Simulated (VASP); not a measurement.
# FeSi2 (Linzhiite) (P4/mmm) in VASP: notebook, part 4 of 4

VASP 6.6.1. Earlier steps stand in the parts before.

## Step 38: Equation of state, r2SCAN, collinear spin, ferromagnetic start, 11.94 Å³/atom

The input, INCAR:

```
PREC     = Accurate       # precision mode
ENCUT    = 450            # plane-wave cutoff, eV
EDIFF    = 1E-6           # SCF threshold, eV
ISMEAR   = 1              # smearing method
SIGMA    = 0.15           # smearing width, eV
LREAL    = False          # projectors in reciprocal space
LASPH    = True           # aspherical terms in the spheres
NELM     = 100            # most SCF steps
ALGO     = Normal         # electronic algorithm
ISIF     = 2              # what is computed and relaxed
LWAVE    = False          # write WAVECAR
LCHARG   = False          # write CHGCAR
ISPIN    = 2              # spin polarisation
MAGMOM   = 3 0 0          # initial moments
LORBIT   = 11             # projections on sites
LMAXMIX  = 4              # l up to which the mixer works
METAGGA  = R2SCAN         # meta-GGA
LMIXTAU  = True         
ADDGRID  = False
```

The input, KPOINTS:

```
regular mesh
0
Gamma
  9 9 5
```

The input, POSCAR:

```
FeSi2
1.0
    2.6568870352      0.0000000000      0.0000000000
    0.0000000000      2.6568870352      0.0000000000
    0.0000000000      0.0000000000      5.0761984785
Fe Si
1 2
Direct
    0.0000000000      0.0000000000      0.0000000000
    0.5000000000      0.5000000000      0.7300000000
    0.5000000000      0.5000000000      0.2700000000
```

The run is started by

```
$ cat potpaw_PBE.64/Fe/POTCAR potpaw_PBE.64/Si/POTCAR > POTCAR
$ mpirun -np 1 vasp_std > vasp.out
```

Wall time 87 s (1 thread of AMD EPYC 9R45 (Zen 5), shared host); peak memory 0.13 GiB.

These settings aren't checked as converged: the numbers below hold their error.

What came out:

```yaml
Free_energy: -32.5454 eV
Pressure: 5.5 GPa
Largest_force: 0.395 eV/Å
Band_gap_on_the_k_mesh: none (metal or under the smearing width)
Net_moment: 0.10 μB per cell
Site_moments: Fe +0.12; Si -0.00 μB
Valence_electrons_inside_the_program's_atomic_spheres: Fe 7.98; Si 1.65
```

Caveat: the PAW data sets were made with another functional, which shifts forces and pressure a little.

## Step 39: Equation of state, r2SCAN, collinear spin, ferromagnetic start, 12.68 Å³/atom

INCAR is that of step 38.

KPOINTS is that of step 38.

The input, POSCAR:

```
FeSi2
1.0
    2.7105759858      0.0000000000      0.0000000000
    0.0000000000      2.7105759858      0.0000000000
    0.0000000000      0.0000000000      5.1787755794
Fe Si
1 2
Direct
    0.0000000000      0.0000000000      0.0000000000
    0.5000000000      0.5000000000      0.7300000000
    0.5000000000      0.5000000000      0.2700000000
```

Potentials or basis: VASP PAW PBE potentials, release 64 (Fe, Si).

The run is started by

```
$ cat potpaw_PBE.64/Fe/POTCAR potpaw_PBE.64/Si/POTCAR > POTCAR
$ mpirun -np 1 vasp_std > vasp.out
```

Wall time 1.8 min (1 thread of AMD EPYC 9R45 (Zen 5), shared host); peak memory 0.14 GiB.

These settings aren't checked as converged: the numbers below hold their error.

Results:

```yaml
Free_energy: -32.5334 eV
Pressure: -6.7 GPa
Largest_force: 0.055 eV/Å
Band_gap_on_the_k_mesh: none (metal or under the smearing width)
Net_moment: 0.13 μB per cell
Site_moments: Fe +0.15; Si -0.01 μB
Valence_electrons_inside_the_program's_atomic_spheres: Fe 7.80; Si 1.61
```

Caveat: the PAW data sets were made with another functional, which shifts forces and pressure a little.

## Step 40: Equation of state, r2SCAN, collinear spin, ferromagnetic start, 11.94 Å³/atom

INCAR: that of step 39 with these lines changed.

```diff
@@ -4,3 +4,3 @@
 ISMEAR   = 1              # smearing method
-SIGMA    = 0.15           # smearing width, eV
+SIGMA    = 0.4            # smearing width, eV
 LREAL    = False          # projectors in reciprocal space
```

KPOINTS is that of step 39.

The input, POSCAR:

```
FeSi2
1.0
    2.6568870352      0.0000000000      0.0000000000
    0.0000000000      2.6568870352      0.0000000000
    0.0000000000      0.0000000000      5.0761984785
Fe Si
1 2
Direct
    0.0000000000      0.0000000000      0.0000000000
    0.5000000000      0.5000000000      0.7300000000
    0.5000000000      0.5000000000      0.2700000000
```

The run is started by

```
$ cat potpaw_PBE.64/Fe/POTCAR potpaw_PBE.64/Si/POTCAR > POTCAR
$ mpirun -np 1 vasp_std > vasp.out
```

It took 91 s on 1 thread of AMD EPYC 9R45 (Zen 5), shared host; peak memory 0.13 GiB.

These settings aren't checked as converged: the numbers below hold their error.

Results:

| Property | Result |
| --- | --- |
| Free energy | -32.5423 eV |
| Pressure | 5.5 GPa |
| Largest force | 0.380 eV/Å |
| Band gap on the k mesh | none (metal or under the smearing width) |
| Net moment | 0.11 μB per cell |
| Site moments | Fe +0.13; Si -0.00 μB |
| Valence electrons inside the program's atomic spheres | Fe 7.99; Si 1.65 |

Caveat: the PAW data sets were made with another functional, which shifts forces and pressure a little.

## Step 41: Equation of state, r2SCAN, collinear spin, ferromagnetic start, 12.68 Å³/atom

INCAR is that of step 40.

KPOINTS is that of step 40.

The input, POSCAR:

```
FeSi2
1.0
    2.7105759858      0.0000000000      0.0000000000
    0.0000000000      2.7105759858      0.0000000000
    0.0000000000      0.0000000000      5.1787755794
Fe Si
1 2
Direct
    0.0000000000      0.0000000000      0.0000000000
    0.5000000000      0.5000000000      0.7300000000
    0.5000000000      0.5000000000      0.2700000000
```

The run is started by

```
$ cat potpaw_PBE.64/Fe/POTCAR potpaw_PBE.64/Si/POTCAR > POTCAR
$ mpirun -np 1 vasp_std > vasp.out
```

It took 1.7 min on 1 thread of AMD EPYC 9R45 (Zen 5), shared host; peak memory 0.14 GiB.

The run converged, but some of its settings lie outside the range that counts as converged, so its numbers aren't taken as properties of the crystal.

What came out:

* Free energy: -32.5316 eV
* Pressure: -6.5 GPa
* Largest force: 0.019 eV/Å
* Band gap on the k mesh: none (metal or under the smearing width)
* Net moment: 0.17 μB per cell
* Site moments: Fe +0.21; Si -0.01 μB
* Valence electrons inside the program's atomic spheres: Fe 7.80; Si 1.61

Caveat: the PAW data sets were made with another functional, which shifts forces and pressure a little.

## Step 42: Equation of state, r2SCAN, collinear spin, ferromagnetic start, 11.94 Å³/atom

INCAR: that of step 41 with these lines changed.

```diff
@@ -4,3 +4,3 @@
 ISMEAR   = 1              # smearing method
-SIGMA    = 0.4            # smearing width, eV
+SIGMA    = 0.2            # smearing width, eV
 LREAL    = False          # projectors in reciprocal space
```

KPOINTS is that of step 41.

The input, POSCAR:

```
FeSi2
1.0
    2.6568870352      0.0000000000      0.0000000000
    0.0000000000      2.6568870352      0.0000000000
    0.0000000000      0.0000000000      5.0761984785
Fe Si
1 2
Direct
    0.0000000000      0.0000000000      0.0000000000
    0.5000000000      0.5000000000      0.7300000000
    0.5000000000      0.5000000000      0.2700000000
```

Potentials or basis: VASP PAW PBE potentials, release 64 (Fe, Si).

The run is started by

```
$ cat potpaw_PBE.64/Fe/POTCAR potpaw_PBE.64/Si/POTCAR > POTCAR
$ mpirun -np 1 vasp_std > vasp.out
```

It took 90 s on 1 thread of AMD EPYC 9R45 (Zen 5), shared host; peak memory 0.13 GiB.

The run converged, but some of its settings lie outside the range that counts as converged, so its numbers aren't taken as properties of the crystal.

Results:

```yaml
Free_energy: -32.5454 eV
Pressure: 5.5 GPa
Largest_force: 0.393 eV/Å
Band_gap_on_the_k_mesh: none (metal or under the smearing width)
Net_moment: 0.10 μB per cell
Site_moments: Fe +0.12; Si -0.00 μB
Valence_electrons_inside_the_program's_atomic_spheres: Fe 7.98; Si 1.65
```

Caveat: the PAW data sets were made with another functional, which shifts forces and pressure a little.

## Step 43: Equation of state, r2SCAN, collinear spin, ferromagnetic start, 12.68 Å³/atom

INCAR is that of step 42.

KPOINTS is that of step 42.

The input, POSCAR:

```
FeSi2
1.0
    2.7105759858      0.0000000000      0.0000000000
    0.0000000000      2.7105759858      0.0000000000
    0.0000000000      0.0000000000      5.1787755794
Fe Si
1 2
Direct
    0.0000000000      0.0000000000      0.0000000000
    0.5000000000      0.5000000000      0.7300000000
    0.5000000000      0.5000000000      0.2700000000
```

The run is started by

```
$ cat potpaw_PBE.64/Fe/POTCAR potpaw_PBE.64/Si/POTCAR > POTCAR
$ mpirun -np 1 vasp_std > vasp.out
```

Run time: 1.8 min. Hardware: 1 thread of AMD EPYC 9R45 (Zen 5), shared host; peak memory 0.14 GiB.

These settings aren't checked as converged: the numbers below hold their error.

Results:

```
Free energy                                           : -32.5334 eV
Pressure                                              : -6.7 GPa
Largest force                                         : 0.051 eV/Å
Band gap on the k mesh                                : none (metal or under the smearing width)
Net moment                                            : 0.13 μB per cell
Site moments                                          : Fe +0.16; Si -0.01 μB
Valence electrons inside the program's atomic spheres : Fe 7.80; Si 1.61
```

Caveat: the PAW data sets were made with another functional, which shifts forces and pressure a little.

## Step 44: Equation of state, r2SCAN, collinear spin, ferromagnetic start, 11.94 Å³/atom

INCAR: that of step 43 with these lines changed.

```diff
@@ -4,3 +4,3 @@
 ISMEAR   = 1              # smearing method
-SIGMA    = 0.2            # smearing width, eV
+SIGMA    = 0.1            # smearing width, eV
 LREAL    = False          # projectors in reciprocal space
```

KPOINTS is that of step 43.

The input, POSCAR:

```
FeSi2
1.0
    2.6568870352      0.0000000000      0.0000000000
    0.0000000000      2.6568870352      0.0000000000
    0.0000000000      0.0000000000      5.0761984785
Fe Si
1 2
Direct
    0.0000000000      0.0000000000      0.0000000000
    0.5000000000      0.5000000000      0.7300000000
    0.5000000000      0.5000000000      0.2700000000
```

The run is started by

```
$ cat potpaw_PBE.64/Fe/POTCAR potpaw_PBE.64/Si/POTCAR > POTCAR
$ mpirun -np 1 vasp_std > vasp.out
```

Run time: 92 s. Hardware: 1 thread of AMD EPYC 9R45 (Zen 5), shared host; peak memory 0.13 GiB.

These settings aren't checked as converged: the numbers below hold their error.

What came out:

```
Free energy                                           : -32.5452 eV
Pressure                                              : 5.5 GPa
Largest force                                         : 0.393 eV/Å
Band gap on the k mesh                                : none (metal or under the smearing width)
Net moment                                            : 0.10 μB per cell
Site moments                                          : Fe +0.11; Si -0.00 μB
Valence electrons inside the program's atomic spheres : Fe 7.98; Si 1.65
```

Caveat: the PAW data sets were made with another functional, which shifts forces and pressure a little.

## Step 45: Equation of state, r2SCAN, collinear spin, ferromagnetic start, 12.68 Å³/atom

INCAR is that of step 44.

KPOINTS is that of step 44.

The input, POSCAR:

```
FeSi2
1.0
    2.7105759858      0.0000000000      0.0000000000
    0.0000000000      2.7105759858      0.0000000000
    0.0000000000      0.0000000000      5.1787755794
Fe Si
1 2
Direct
    0.0000000000      0.0000000000      0.0000000000
    0.5000000000      0.5000000000      0.7300000000
    0.5000000000      0.5000000000      0.2700000000
```

Potentials or basis: VASP PAW PBE potentials, release 64 (Fe, Si).

The run is started by

```
$ cat potpaw_PBE.64/Fe/POTCAR potpaw_PBE.64/Si/POTCAR > POTCAR
$ mpirun -np 1 vasp_std > vasp.out
```

It took 1.7 min on 1 thread of AMD EPYC 9R45 (Zen 5), shared host; peak memory 0.14 GiB.

The run converged, but some of its settings lie outside the range that counts as converged, so its numbers aren't taken as properties of the crystal.

Results:

```
Free energy                                           : -32.5329 eV
Pressure                                              : -6.7 GPa
Largest force                                         : 0.063 eV/Å
Band gap on the k mesh                                : none (metal or under the smearing width)
Net moment                                            : 0.12 μB per cell
Site moments                                          : Fe +0.14; Si -0.00 μB
Valence electrons inside the program's atomic spheres : Fe 7.80; Si 1.61
```

Caveat: the PAW data sets were made with another functional, which shifts forces and pressure a little.

## Step 46: Equation of state, r2SCAN, collinear spin, ferromagnetic start, 11.94 Å³/atom

INCAR: that of step 45 with these lines changed.

```diff
@@ -4,3 +4,3 @@
 ISMEAR   = 1              # smearing method
-SIGMA    = 0.1            # smearing width, eV
+SIGMA    = 0.05           # smearing width, eV
 LREAL    = False          # projectors in reciprocal space
```

KPOINTS is that of step 45.

The input, POSCAR:

```
FeSi2
1.0
    2.6568870352      0.0000000000      0.0000000000
    0.0000000000      2.6568870352      0.0000000000
    0.0000000000      0.0000000000      5.0761984785
Fe Si
1 2
Direct
    0.0000000000      0.0000000000      0.0000000000
    0.5000000000      0.5000000000      0.7300000000
    0.5000000000      0.5000000000      0.2700000000
```

The run is started by

```
$ cat potpaw_PBE.64/Fe/POTCAR potpaw_PBE.64/Si/POTCAR > POTCAR
$ mpirun -np 1 vasp_std > vasp.out
```

Run time: 90 s. Hardware: 1 thread of AMD EPYC 9R45 (Zen 5), shared host; peak memory 0.13 GiB.

The run converged, but some of its settings lie outside the range that counts as converged, so its numbers aren't taken as properties of the crystal.

What came out:

- Free energy: -32.5450 eV
- Pressure: 5.5 GPa
- Largest force: 0.386 eV/Å
- Band gap on the k mesh: none (metal or under the smearing width)
- Net moment: 0.10 μB per cell
- Site moments: Fe +0.11; Si -0.00 μB
- Valence electrons inside the program's atomic spheres: Fe 7.98; Si 1.65

Caveat: the PAW data sets were made with another functional, which shifts forces and pressure a little.

## Step 47: Optical spectrum, PBEsol, collinear spin, ferromagnetic start

The input, INCAR:

```
SYSTEM = FeSi2
PREC = Accurate ; ENCUT = 520
EDIFF = 1E-6 ; ISMEAR = 0
SIGMA = 0.02 ; LREAL = .False.
LASPH = .True. ; NELM = 120
ALGO = Normal ; ISIF = 2
LWAVE = .False. ; LCHARG = .False.
ISPIN = 2 ; MAGMOM = 3 0 0
LORBIT = 11 ; LMAXMIX = 4
GGA = PS ; LOPTICS = .True.
NBANDS = 40 ; NEDOS = 1000
CSHIFT = 0.1
```

The input, KPOINTS:

```
Automatic mesh
0
Gamma
  10 10 5
  0 0 0
```

The input, POSCAR:

```
FeSi2
1.0
    2.6840000000      0.0000000000      0.0000000000
    0.0000000000      2.6840000000      0.0000000000
    0.0000000000      0.0000000000      5.1280000000
Fe Si
1 2
Direct
    0.0000000000      0.0000000000      0.0000000000
    0.5000000000      0.5000000000      0.7300000000
    0.5000000000      0.5000000000      0.2700000000
```

Potentials or basis: VASP PAW PBE potentials, release 64 (Fe, Si).

The run is started by

```
$ cat potpaw_PBE.64/Fe/POTCAR potpaw_PBE.64/Si/POTCAR > POTCAR
$ mpirun -np 1 vasp_std > vasp.out
```

OUTCAR:

```text
SYSTEM = FeSi2
   PREC = Accurate
   ENCUT = 520
   EDIFF = 1E-6
   ISMEAR = 0
   LREAL = .False.
   LASPH = .True.
   NELM = 120
   ISIF = 2
   ISPIN = 2
   LORBIT = 11
   GGA = PS

 ion  position               nearest neighbor table
   1  0.000  0.000  0.000-   2 2.35   3 2.35   2 2.35   3 2.35   2 2.35   3 2.35   2 2.35   3 2.35

   2  0.500  0.500  0.730-   1 2.35   1 2.35   1 2.35   1 2.35   3 2.36   3 2.77
   3  0.500  0.500  0.270-   1 2.35   1 2.35   1 2.35   1 2.35   2 2.36   2 2.77

  LATTYP: Found a simple tetragonal cell.
 ALAT       =     2.6840000000
 C/A-ratio  =     1.9105812221

  Lattice vectors:

 A1 = (   2.6840000000,   0.0000000000,   0.0000000000)
 A2 = (   0.0000000000,   2.6840000000,   0.0000000000)
 A3 = (   0.0000000000,   0.0000000000,   5.1280000000)

[... 1462 lines left out ...]
     0.66722    21.00606    21.00606    16.36067    -0.00000    -0.00000    -0.00000
     1.33445    15.01165    15.01165     7.13423    -0.00000     0.00000     0.00000
     2.00167    18.68435    18.68435    15.29859    -0.00000     0.00000     0.00000
     2.66890     6.31955     6.31955    18.19222    -0.00000     0.00000     0.00000
     3.33612     6.55280     6.55280    16.64289    -0.00000     0.00000    -0.00000
[... 92 lines left out ...]
    65.38800     0.88605     0.88605     0.88485     0.00000    -0.00000    -0.00000
    66.05523     0.88849     0.88849     0.88733     0.00000    -0.00000    -0.00000

  frequency dependent IMAGINARY DIELECTRIC FUNCTION (independent particle, no local field effects) current-current
     E(ev)      X         Y         Z        XY        YZ        ZX
  --------------------------------------------------------------------------------------------------------------
     0.00000   162.61227   162.61227   229.10971     0.00000    -0.00000     0.00000
     0.66722    25.25699    25.25699    53.09472     0.00000    -0.00000     0.00000
     1.33445    20.54067    20.54067     8.43585     0.00000    -0.00000    -0.00000
     2.00167    19.19497    19.19497     7.11460     0.00000     0.00000     0.00000
     2.66890    19.39335    19.39335    11.81140     0.00000     0.00000     0.00000
     3.33612    11.64207    11.64207    19.84658     0.00000    -0.00000    -0.00000
[... 92 lines left out ...]
    65.38800     0.00002     0.00002     0.00002    -0.00000     0.00000    -0.00000
    66.05523     0.00002     0.00002     0.00002    -0.00000     0.00000    -0.00000

  frequency dependent      REAL DIELECTRIC FUNCTION (independent particle, no local field effects) current-current
     E(ev)        X           Y           Z          XY          YZ          ZX
  --------------------------------------------------------------------------------------------------------------
     0.00000    46.42686    46.42686    59.87447     0.00000    -0.00000     0.00000
     0.66722    15.54650    15.54650     2.61287     0.00000    -0.00000    -0.00000
     1.33445    12.42207    12.42207     6.52965     0.00000     0.00000    -0.00000
     2.00167    16.98332    16.98332    14.96753    -0.00000     0.00000    -0.00000
     2.66890     4.98729     4.98729    17.53295    -0.00000    -0.00000    -0.00000
     3.33612     5.89827     5.89827    15.56860    -0.00000    -0.00000    -0.00000
[... 92 lines left out ...]
    65.38800     0.88616     0.88616     0.88506    -0.00000    -0.00000     0.00000
    66.05523     0.88860     0.88860     0.88752    -0.00000    -0.00000     0.00000

 total charge

# of ion       s       p       d       tot
------------------------------------------
    1        0.468   0.705   6.709   7.882
    2        0.733   0.892   0.000   1.625
    3        0.733   0.892   0.000   1.625
--------------------------------------------------
tot          1.934   2.490   6.709  11.133

 magnetization (x)

# of ion       s       p       d       tot
------------------------------------------
    1       -0.000  -0.000   0.000   0.000
    2        0.000  -0.000   0.000  -0.000
    3        0.000  -0.000   0.000  -0.000
--------------------------------------------------
tot         -0.000  -0.000   0.000   0.000
```

It took 1.7 min on 1 thread of Intel Xeon 6975P-C (Granite Rapids), shared host; peak memory 0.33 GiB.

What came out:

```yaml
Free_energy: -21.9484 eV
Pressure: -1.2 GPa
Largest_force: 0.249 eV/Å
Band_gap_on_the_k_mesh: none (metal or under the smearing width)
Net_moment: 0.00 μB per cell
Valence_electrons_inside_the_program's_atomic_spheres: Fe 7.88; Si 1.62
```

Forces in eV/Å, atoms in the order of the input:
```
Fe   0.000  0.000  0.000
Si   0.000  0.000 -0.249
Si   0.000  0.000  0.249
```

Dielectric function (mean over the directions given):
| energy (eV) | real part | imaginary part |
| --- | --- | --- |
| 0.27 | 67.17 | 32.79 |
| 0.93 | 6.83 | 16.62 |
| 1.60 | 14.38 | 10.18 |
| 2.27 | 13.26 | 19.21 |
| 2.94 | 8.20 | 14.19 |
| 3.60 | 9.08 | 14.18 |
| 4.34 | 8.06 | 17.95 |
| 5.00 | 4.47 | 15.56 |
| 5.67 | -5.37 | 18.40 |
| 6.34 | -4.71 | 14.90 |
| 7.01 | -6.41 | 10.80 |
| 7.67 | -5.71 | 7.93 |
| 8.41 | -5.85 | 5.06 |
| 9.07 | -4.26 | 3.25 |
| 9.74 | -4.16 | 2.86 |
| 10.41 | -3.06 | 2.13 |
| 11.08 | -3.02 | 2.14 |
| 11.74 | -2.08 | 1.61 |
| 12.48 | -1.96 | 1.32 |
| 13.14 | -1.81 | 0.98 |
| 13.81 | -1.37 | 0.85 |
| 14.48 | -1.28 | 1.06 |
| 15.15 | -1.12 | 0.66 |
| 15.81 | -0.87 | 0.58 |
| 16.55 | -0.75 | 0.55 |
| 17.21 | -0.57 | 0.38 |
| 17.88 | -0.41 | 0.48 |
| 18.55 | -0.34 | 0.38 |
| 19.22 | -0.30 | 0.33 |
| 19.95 | -0.13 | 0.23 |

Caveat: the starting moments collapsed, and a magnetic state may lie lower; spectra need much finer meshes, so this one isn't converged; independent-particle spectra lack excitons; the intraband (Drude) part of a metal's response may be missing; the PAW data sets were made with another functional, which shifts forces and pressure a little.

## Step 48: For comparison

An earlier run on the cell as given: functional PBEsol; potentials or basis VASP PAW PBE potentials, release 64 (Fe, Si); cutoff 520 eV; k mesh 10 × 10 × 5; occupations fermi-dirac, width 0.05 eV; collinear spin, ferromagnetic start; starting moments [3.0, 0.0, 0.0] μB.

- Pressure: -1.2 GPa
- Largest force: 0.272 eV/Å
- Band gap on the k mesh: none (metal or under the smearing width)
- Net moment: 0.00 μB per cell
- Valence electrons inside the program's atomic spheres: Fe 7.88; Si 1.63
